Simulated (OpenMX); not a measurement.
**Hf in OpenMX: the effect of dispersion**

Hf:

```
CELL_PARAMETERS angstrom
3.19670 0.00000 0.00000
-1.59835 2.76842 0.00000
0.00000 0.00000 5.05780
ATOMIC_POSITIONS crystal
Hf 0.66667 0.33333 0.75000
Hf 0.33333 0.66667 0.25000
```

Alike in all runs:

```yaml
Program: OpenMX 3.8.5
Task: single point
Functional: PBE
Potentials_or_basis: OpenMX 2013 PBE set, Hf7.0-s3p2d2f1, grid cutoff 400 Ry
k_mesh: 7 × 7 × 5
Occupations: fermi-dirac, width 0.05 eV
Spin: no spin polarisation
```

| dispersion | pressure (GPa) |
| --- | --- |
| none | ? |
| D3 | -2.8 |
| D3(BJ) | -2.6 |
| D4 | -0.8 |

Q: What does the run with dispersion none give?

A: Pressure 0.7 GPa.

Caveats: the basis of atomic orbitals isn't converged, which shifts pressures, moduli and gaps; pairwise dispersion overbinds metals, which lowers pressure and volume (some runs).
